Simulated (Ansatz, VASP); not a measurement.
Given: the input of a run of Ansatz 0.2.0 on InP.

input.yaml

```yaml
crystal:
  lattice:
    - [0.0, 2.9305, 2.9305]
    - [2.9305, 0.0, 2.9305]
    - [2.9305, 2.9305, 0.0]
  atoms:
    - { symbol: In, position: [0.0, 0.0, 0.0] }
    - { symbol: P, position: [0.75, 0.75, 0.75] }
hamiltonian:
  xc: blyp
  pseudopotentials: { kind: paw }
  dispersion: d3bj
kpoints:
  mp_grid: { grid: [8, 8, 8] }
scf:
  occupations: { method: fermi_dirac, width: 0.05 }
output:
  forces: true
  stress: true
  eigenvalues: true
relax:
  f_tol: 0.01
  max_steps: 40
  cell: { stress_tol: 0.05 }
```

Potentials or basis: Ansatz PAW.

Command:

```console
$ ansatz run input.yaml --threads 2 --pin off --max-ram 5632MiB --backend cpu --events-out ev --progress --plain --runs-dir out
```

Question: Translate it to VASP 6.6.1. Potentials there: VASP PAW PBE potentials, release 64 (In_d, P).

Answer: As run (the cutoff follows the program's own potentials):

File INCAR:

```
PREC = Accurate
ENCUT = 600
EDIFF = 1E-7
ISMEAR = -1
SIGMA = 0.05
LREAL = F
LASPH = T
NELM = 100
ALGO = Normal
ISIF = 3
LWAVE = F
LCHARG = F
GGA = B5
ALDAX = 1.0
AGGAX = 1.0
AGGAC = 1.0
ALDAC = 0.0
IVDW = 12
IBRION = 2
NSW = 60
EDIFFG = -0.01
VDW_S6 = 1.0
VDW_S8 = 2.6996
VDW_A1 = 0.4298
VDW_A2 = 4.2359
```

The input KPOINTS:

```
regular mesh
0
Gamma
  8 8 8
```

Contents of POSCAR:

```
InP
1.0
    0.0000000000      2.9305000000      2.9305000000
    2.9305000000      0.0000000000      2.9305000000
    2.9305000000      2.9305000000      0.0000000000
In P
1 1
Direct
    0.0000000000      0.0000000000      0.0000000000
    0.7500000000      0.7500000000      0.7500000000
```

Potentials or basis: VASP PAW PBE potentials, release 64 (In_d, P).

Command:

```sh
$ cat potpaw_PBE.64/In_d/POTCAR potpaw_PBE.64/P/POTCAR > POTCAR
$ mpirun -np 1 vasp_std > vasp.out
```

Both were run:

|  | VASP | Ansatz | Ansatz less VASP |
| --- | --- | --- | --- |
| gap on the k mesh at the Fermi level, each at its own relaxed structure (eV) | 0.48 | 0.46 | -0.022 |
| relaxed volume (Å³/atom) | 25.81 | 25.78 | -0.028 |
| relaxed cell length with the largest relative difference (Å) | 4.179 | 4.178 | -0.0015 |
| energy change over the relaxation (meV/atom) | -3 | -3 | +0.3 |

Caveats: spin-orbit coupling is left out, which moves the levels of the heavy elements; the PAW data sets were made with another functional, which shifts forces and pressure a little (VASP); the plane-wave basis is chosen anew once the cell has moved, so the energies of steps on either side of that aren't comparable (Ansatz); the PAW data sets come from PBE, with cores solved anew for the run's functional, which leaves a small shift of forces and pressure (Ansatz). Zero-point motion and thermal expansion aren't in these numbers.
